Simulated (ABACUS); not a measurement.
**GaN in ABACUS: the effect of functional**

GaN:

```xyz
2
Lattice="0.0000 2.2684 2.2684 2.2684 0.0000 2.2684 2.2684 2.2684 0.0000" Properties=species:S:1:pos:R:3 pbc="T T T"
Ga    0.0000    0.0000    0.0000
N     1.1342    1.1342    1.1342
```

The cell is a database's computed one.

The cell isn't the ideal one: volume scaled by 1.02.

Alike in all runs:

| Property | Result |
| --- | --- |
| Program | ABACUS 3.10.1 |
| Task | equation of state |
| Potentials or basis | SG15 ONCV 1.2 PBE |
| Cutoff | 1143 eV |
| Density cutoff | 4572 eV |
| Basis | plane waves |
| k mesh | 7 × 7 × 7 |
| Occupations | fermi-dirac, width 0.05 eV |
| Spin | no spin polarisation |

| functional | gap on the mesh (eV) | pressure (GPa) |
| --- | --- | --- |
| LDA | 1.41 | -7.8 |
| PBE | 1.65 | 1.6 |
| PBEsol | 1.53 | -3.3 |
| WC | 1.52 | -3.1 |
| RPBE | 1.77 | 5.5 |
| SCAN | ? | ? |
| TPSS | 1.62 | 0.5 |

Problem. What does the run with functional SCAN give?

Solution. gap on the mesh 1.65 eV; pressure -5.8 GPa.

Caveats: the potentials were made for another functional, which shifts forces and pressure (some runs).

